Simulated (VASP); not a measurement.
# TiSi2 (Fddd) in VASP: notebook

Aim: see how the results for TiSi2 move with the level of theory and the settings. Levels: PBEsol, PBE. Tasks: density of states, core levels, electric field gradients.

Program: VASP 6.6.1. These are calculated values, not measurements. Logs are shortened: lines on timing, memory, paths and dates and some standing lists are left out, and cuts for length are marked.

**1. The crystal as given**

It takes space group Fddd (No. 70, orthorhombic). Conventional cell: a = 4.779 Å, b = 8.235 Å, c = 8.526 Å, α = 90.00°, β = 90.00°, γ = 90.00°. Around Ti (site symmetry 222) lie 10 Si at 2.55 to 2.78 Å. Si (site symmetry 2) has 5 Si at 2.52 to 2.79 Å and 5 Ti at 2.55 to 2.78 Å as nearest neighbours.

The cell is a database's computed one.

**2. Density of states, PBEsol**

POSCAR

```
TiSi2
1.0
    0.0000000000      4.1175163063      4.2628978354
    2.3895119538      0.0000000000      4.2628978354
    2.3895119538      4.1175163063      0.0000000000
Ti Si
2 4
Direct
    0.7500000000      0.7500000000      0.7500000000
    0.5000000000      0.5000000000      0.5000000000
    0.4125656100      0.0874343900      0.4125656100
    0.0874343900      0.4125656100      0.0874343900
    0.1625656100      0.8374343900      0.1625656100
    0.8374343900      0.1625656100      0.8374343900
```

INCAR.step1

```
SYSTEM = TiSi2
PREC     = Accurate       ! precision mode
ENCUT    = 520            ! plane-wave cutoff, eV
EDIFF    = 1E-6           ! SCF threshold, eV
ISMEAR   = 0              ! smearing method
SIGMA    = 0.02           ! smearing width, eV
LREAL    = .FALSE.        ! projectors in reciprocal space
LASPH    = .TRUE.         ! aspherical terms in the spheres
NELM     = 80             ! most SCF steps
ALGO     = Normal         ! electronic algorithm
ISIF     = 2              ! what is computed and relaxed
LWAVE    = .FALSE.        ! write WAVECAR
LCHARG   = .TRUE.         ! write CHGCAR
LMAXMIX  = 4              ! l up to which the mixer works
GGA      = PS             ! functional
NBANDS   = 29             ! bands
```

KPOINTS.step1

```
Automatic mesh
0
G
  7 7 7
  0 0 0
```

INCAR.step2

```
SYSTEM = TiSi2
PREC     = Accurate       ! precision mode
ENCUT    = 520            ! plane-wave cutoff, eV
EDIFF    = 1E-6           ! SCF threshold, eV
ISMEAR   = -5             ! smearing method
SIGMA    = 0.02           ! smearing width, eV
LREAL    = .FALSE.        ! projectors in reciprocal space
LASPH    = .TRUE.         ! aspherical terms in the spheres
NELM     = 80             ! most SCF steps
ALGO     = Normal         ! electronic algorithm
ISIF     = 2              ! what is computed and relaxed
LWAVE    = .FALSE.        ! write WAVECAR
LCHARG   = .FALSE.        ! write CHGCAR
LMAXMIX  = 4              ! l up to which the mixer works
GGA      = PS             ! functional
LORBIT   = 10             ! projections on sites
NBANDS   = 29             ! bands
NEDOS    = 1001           ! points of the DOS
ICHARG   = 11             ! starting density
```

KPOINTS.step2

```
Automatic mesh
0
G
  11 11 11
  0 0 0
```

Potentials or basis: VASP PAW PBE potentials, release 64 (Ti_sv, Si).

The run is started by

```console
$ cat potpaw_PBE.64/Ti_sv/POTCAR potpaw_PBE.64/Si/POTCAR > POTCAR
$ cp INCAR.step1 INCAR
$ cp KPOINTS.step1 KPOINTS
$ mpirun -np 1 vasp_std > vasp.out
$ cp INCAR.step2 INCAR
$ cp KPOINTS.step2 KPOINTS
$ mpirun -np 1 vasp_std > vasp.out
```

OUTCAR:

```text
SYSTEM = TiSi2
   PREC = Accurate
   ENCUT = 520
   EDIFF = 1E-6
   ISMEAR = -5
   LREAL = .FALSE.
   LASPH = .TRUE.
   NELM = 80
   ISIF = 2
   GGA = PS
   LORBIT = 10
   ICHARG = 11

 ion  position               nearest neighbor table
   1  0.750  0.750  0.750-   6 2.55   5 2.55   6 2.55   5 2.55   3 2.74   3 2.74   4 2.74   4 2.74
                             3 2.78   4 2.78
   2  0.500  0.500  0.500-   4 2.55   3 2.55   4 2.55   3 2.55   5 2.74   5 2.74   6 2.74   6 2.74
                             5 2.78   6 2.78
   3  0.413  0.087  0.413-   6 2.52   6 2.52   2 2.55   2 2.55   4 2.68   1 2.74   1 2.74   1 2.78
                             4 2.79   4 2.79
   4  0.087  0.413  0.087-   5 2.52   5 2.52   2 2.55   2 2.55   3 2.68   1 2.74   1 2.74   1 2.78
                             3 2.79   3 2.79
   5  0.163  0.837  0.163-   4 2.52   4 2.52   1 2.55   1 2.55   6 2.68   2 2.74   2 2.74   2 2.78
                             6 2.79   6 2.79
   6  0.837  0.163  0.837-   3 2.52   3 2.52   1 2.55   1 2.55   5 2.68   2 2.74   2 2.74   2 2.78
                             5 2.79   5 2.79

  LATTYP: Found a face centered orthorhombic cell.
 ALAT       =     4.7790239076
 B/A-ratio  =     1.7231620456
 C/A-ratio  =     1.7840035613

  Lattice vectors:

 A1 = (   0.0000000000,   4.1175163063,   4.2628978354)
 A2 = (   2.3895119538,   0.0000000000,   4.2628978354)
 A3 = (   2.3895119538,   4.1175163063,   0.0000000000)

Analysis of symmetry for initial positions (statically):
=====================================================================
 Subroutine PRICEL returns:
 Original cell was already a primitive cell.

 Routine SETGRP: Setting up the symmetry group for a
 face centered orthorhombic supercell.

 Subroutine GETGRP returns: Found  8 space group operations
 (whereof  4 operations were pure point group operations)
 out of a pool of  8 trial point group operations.

The static configuration has the point symmetry D_2 .
 The point group associated with its full space group is D_2h.

Analysis of symmetry for dynamics (positions and initial velocities):
=====================================================================
 Subroutine PRICEL returns:
 Original cell was already a primitive cell.

 Routine SETGRP: Setting up the symmetry group for a
 face centered orthorhombic supercell.

 Subroutine GETGRP returns: Found  8 space group operations
 (whereof  4 operations were pure point group operations)
 out of a pool of  8 trial point group operations.

The dynamic configuration has the point symmetry D_2 .
 The point group associated with its full space group is D_2h.

 Subroutine INISYM returns: Found  8 space group operations
 (whereof  4 operations are pure point group operations),
 and found     1 'primitive' translations

----------------------------------------------------------------------------------------

                                     Primitive cell

  volume of cell :      83.8841

  direct lattice vectors                    reciprocal lattice vectors
     0.000000000  4.117516306  4.262897835    -0.209247750  0.121432427  0.117291106
     2.389511954  0.000000000  4.262897835     0.209247750 -0.121432427  0.117291106
     2.389511954  4.117516306  0.000000000     0.209247750  0.121432427 -0.117291106

  length of vectors
     5.926739280  4.886928006  4.760641544     0.268863643  0.268863643  0.268863643

  position of ions in fractional coordinates (direct lattice)
     0.750000000  0.750000000  0.750000000
     0.500000000  0.500000000  0.500000000
     0.412565610  0.087434390  0.412565610
     0.087434390  0.412565610  0.087434390
     0.162565610  0.837434390  0.162565610
     0.837434390  0.162565610  0.837434390

  ion indices of the primitive-cell ions
   primitive index   ion index
                 1           1
                 2           2
                 3           3
                 4           4
                 5           5
                 6           6

----------------------------------------------------------------------------------------

 KPOINTS: Automatic mesh

Automatic generation of k-mesh.
 Grid dimensions read from file:
 generate k-points for:   11   11   11

 Generating k-lattice:

  Cartesian coordinates                     Fractional coordinates (reciprocal lattice)
    -0.019022523  0.011039312  0.010662828     0.090909091  0.000000000  0.000000000
     0.019022523 -0.011039312  0.010662828    -0.000000000  0.090909091 -0.000000000
     0.019022523  0.011039312 -0.010662828     0.000000000 -0.000000000  0.090909091

  Length of vectors
     0.024442149  0.024442149  0.024442149

  Shift w.r.t. Gamma in fractional coordinates (k-lattice)
     0.000000000  0.000000000  0.000000000

 TETIRR: Found   1170 inequivalent tetrahedra from     7986

 Subroutine IBZKPT returns following result:
 ===========================================

 Found    216 irreducible k-points:

 Following reciprocal coordinates:
            Coordinates               Weight
  0.000000  0.000000  0.000000      1.000000
  0.090909  0.000000 -0.000000      8.000000
  0.181818 -0.000000  0.000000      8.000000
  0.272727  0.000000  0.000000      8.000000
  0.363636  0.000000 -0.000000      8.000000
  0.454545  0.000000 -0.000000      8.000000
[... 16 lines left out ...]
 -0.272727  0.181818  0.000000      8.000000
 -0.181818  0.181818  0.000000      4.000000
 [... further k-points ...]
   k-points           NKPTS =    216   k-points in BZ     NKDIM =    216   number of bands    NBANDS=     29
   number of dos      NEDOS =   1001   number of ions     NIONS =      6
   total plane-waves  NPLWV =  62208
   dimension x,y,z NGX =    48 NGY =   36 NGZ =   36
   dimension x,y,z NGXF=    96 NGYF=   72 NGZF=   72
   ions per type =               2   4
   NGX,Y,Z   is equivalent  to a cutoff of  13.46, 12.25, 12.57 a.u.
   NGXF,Y,Z  is equivalent  to a cutoff of  26.93, 24.49, 25.14 a.u.
 SYSTEM =  TiSi2
   PREC   = accura    normal or accurate (medium, high low for compatibility)
   ISTART =      0    job   : 0-new  1-cont  2-samecut
   ICHARG =     11    charge: 1-file 2-atom 10-const
   ISPIN  =      1    spin polarized calculation?
   LNONCOLLINEAR =      F non collinear calculations
   LSORBIT =      F    spin-orbit coupling
   LASPH  =      T    aspherical Exc in radial PAW
   ENCUT  =  520.0 eV  38.22 Ry    6.18 a.u.  11.02  9.09  8.85*2*pi/ulx,y,z
   NELM   =     80;   NELMIN=  2; NELMDL=  0     # of ELM steps
   EDIFF  = 0.1E-05   stopping-criterion for ELM
   LREAL  =      F    real-space projection
   EDIFFG = 0.1E-04   stopping-criterion for IOM
   NSW    =      0    number of steps for IOM
   IBRION =     -1    ionic relax: 0-MD 1-quasi-New 2-CG
   NFREE  =      0    steps in history (QN), initial steepest desc. (CG)
   ISIF   =      2    stress and relaxation
   ISYM   =      2    0-nonsym 1-usesym 2-fastsym
   POTIM  = 0.5000    time-step for ionic-motion
   TEBEG  =    0.0;   TEEND  =   0.0 temperature during run
   PSTRESS=    0.0 pullay stress
   NELECT =      40.0000    total number of electrons
   NUPDOWN=      -1.0000    fix difference up-down
   EMIN   =  10.00;   EMAX   =-10.00  energy-range for DOS
   EFERMI =   0.00;   METHOD = LEGACY
   ISMEAR =    -5;   SIGMA  =   0.02  broadening in eV -4-tet -1-fermi 0-gaus
   EFERMI_NEDOS =   21; number of points for ismear=-14 and -15
   IALGO  =     38    algorithm
   IMIX   =      4    mixing-type and parameters
     AMIX     =   0.40;   BMIX     =  1.00
     AMIX_MAG =   1.60;   BMIX_MAG =  1.00
  volume/ion in A,a.u.               =      13.98        94.35
  Fermi-wavevector in a.u.,A,eV,Ry     =   1.278994  2.416947 22.256742  1.635824
  Thomas-Fermi vector in A             =   2.411504
   LORBIT       =     10    0 simple, 1 ext, 2 COOP (PROOUT), +10 PAW based schemes
   GGA     = PS    functional components
   LHFCALC =     F    Hartree Fock is set to
   AEXX    =    0.0000 exact exchange contribution
   IVDW    =     0    specifies the selected vdW correction
   LEPSILON=     F    determine dielectric tensor
   LRPA    =     F    only Hartree local field effects (RPA)
 non-spin polarized calculation
 Fermi weights with tetrahedron method with Bloechl corrections
  energy-cutoff  :      520.00
  volume of cell :       83.88
 maximum number of plane-waves:      2276
 NGX is ok and might be reduce to    48

 number of electron      40.0000003 magnetization

 Free energy of the ion-electron system (eV)
  ---------------------------------------------------
  ext. energy  EPLUGINS =         0.00000000
  ---------------------------------------------------
  free energy    TOTEN  =       -43.67131011 eV

  energy without entropy =      -43.67131011  energy(sigma->0) =      -43.67131011

 E-fermi :  10.0743     XC(G=0): -11.8228

 val. band max:       10.0884242259   @ k =  -0.3636   0.3636   0.2727
 cond. band min:      10.0239293025   @ k =   0.4545   0.0909   0.3636
 fundamental gap:     -0.0644949234
 Fermi energy:        10.0742747362

 k-point     1 :       0.0000    0.0000    0.0000
  band No.  band energies     occupation
      1     -45.9133      2.00000
      2     -45.8840      2.00000
      3     -22.3976      2.00000
      4     -22.3974      2.00000
      5     -22.3047      2.00000
      6     -22.2896      2.00000
[... 21 lines left out ...]
     28      13.8906      0.00000
     29      13.9489      0.00000
[... 705 lines left out ...]
 k-point    24 :      -0.1818    0.1818    0.0000
  band No.  band energies     occupation
      1     -45.9089      2.00000
      2     -45.8883      2.00000
      3     -22.4004      2.00000
      4     -22.3945      2.00000
      5     -22.3185      2.00000
      6     -22.2954      2.00000
[... 21 lines left out ...]
     28      14.1855      0.00000
     29      14.3672      0.00000

 [... further k-points ...]

------------------------ aborting loop because EDIFF is reached ----------------------------------------

  FORCE on cell =-STRESS in cart. coord.  units (eV):
  Direction    XX          YY          ZZ          XY          YZ          ZX
  --------------------------------------------------------------------------------------
  -------------------------------------------------------------------------------------
  Total       -0.7146429     -1.3627604     -0.7643084      0.0000000      0.0000000      0.0000000
  in kB      -13.6496096    -26.0285893    -14.5982147      0.0000000      0.0000000      0.0000000
  external PRESSURE =     -18.0921379 kB  Pullay stress =       0.0000000 kB

 VOLUME and BASIS-vectors are now :
 -----------------------------------------------------------------------------
  energy-cutoff  :      520.00
  volume of cell :       83.88
      direct lattice vectors                 reciprocal lattice vectors
     0.000000000  4.117516306  4.262897835    -0.209247750  0.121432427  0.117291106
     2.389511954  0.000000000  4.262897835     0.209247750 -0.121432427  0.117291106
     2.389511954  4.117516306  0.000000000     0.209247750  0.121432427 -0.117291106

 POSITION                                       TOTAL-FORCE (eV/Angst)
 -----------------------------------------------------------------------------------
      3.58427      6.17627      6.39435        -0.000000     -0.000000      0.000000
      2.38951      4.11752      4.26290         0.000000     -0.000000     -0.000000
      1.19476      3.39749      2.13145         0.000000      0.069887     -0.000000
      1.19476      0.72003      2.13145         0.000000     -0.069887     -0.000000
      2.38951      1.33873      4.26290        -0.000000      0.069887      0.000000
      2.38951      6.89630      4.26290        -0.000000     -0.069887      0.000000
 -----------------------------------------------------------------------------------
    total drift:                               -0.000000     -0.000000     -0.000000

  FREE ENERGIE OF THE ION-ELECTRON SYSTEM (eV)
  ---------------------------------------------------
  free  energy   TOTEN  =       -43.6713101143 eV

  energy  without entropy=      -43.6713101143  energy(sigma->0) =      -43.67131011

 total charge

# of ion       s       p       d       tot
------------------------------------------
    1        2.176   6.168   2.072  10.416
    2        2.176   6.168   2.072  10.416
    3        0.770   0.861   0.000   1.631
    4        0.770   0.861   0.000   1.631
    5        0.770   0.861   0.000   1.631
    6        0.770   0.861   0.000   1.631
--------------------------------------------------
tot          7.431  15.783   4.144  27.358
```

Run time: 7 min. Hardware: 1 thread of Intel Xeon Platinum 8488C (Sapphire Rapids), shared host; peak memory 0.53 GiB.

What came out:

| Item | Value |
| --- | --- |
| Valence electrons inside the program's atomic spheres | Ti 10.42; Si 1.63 |

Levels at points of the mesh, in eV from the Fermi level:
| k point | band 17 | band 18 | band 19 | band 20 | band 21 | band 22 | band 23 | band 24 |
| --- | --- | --- | --- | --- | --- | --- | --- | --- |
| (0.00, 0.00, 0.00) | -2.25 | -2.02 | -1.74 | -1.32 | -0.91 | 2.10 | 3.16 | 3.39 |

States per cell in windows of 1 eV (zero at the Fermi level; states under -8 eV left out):
```
from (eV)  total  Ti1_d  Ti2_d  Si3_p  Si4_p  Si5_p  Si6_p
     -8.0   1.35   0.03   0.03   0.03   0.03   0.03   0.03
     -7.0   1.31   0.03   0.03   0.03   0.03   0.03   0.03
     -6.0   1.39   0.04   0.04   0.05   0.05   0.05   0.05
     -5.0   2.04   0.08   0.08   0.11   0.11   0.11   0.11
     -4.0   2.15   0.11   0.11   0.11   0.11   0.11   0.11
     -3.0   3.38   0.27   0.27   0.18   0.18   0.18   0.18
     -2.0   4.68   0.71   0.71   0.20   0.20   0.20   0.20
     -1.0   3.45   0.78   0.78   0.10   0.10   0.10   0.10
      0.0   1.92   0.52   0.52   0.04   0.04   0.04   0.04
      1.0   2.64   0.77   0.77   0.05   0.05   0.05   0.05
      2.0   5.57   1.64   1.64   0.11   0.11   0.11   0.11
      3.0   4.89   1.29   1.29   0.09   0.09   0.09   0.09
      4.0   2.93   0.61   0.61   0.09   0.09   0.09   0.09
      5.0   0.07   0.01   0.01   0.00   0.00   0.00   0.00
      6.0   0.00   0.00   0.00   0.00   0.00   0.00   0.00
      7.0   0.00   0.00   0.00   0.00   0.00   0.00   0.00
```

Caveat: the PAW data sets were made with another functional, which shifts forces and pressure a little; tetrahedron occupations give inexact forces and stress in metals.

[end of part 1 of 3]
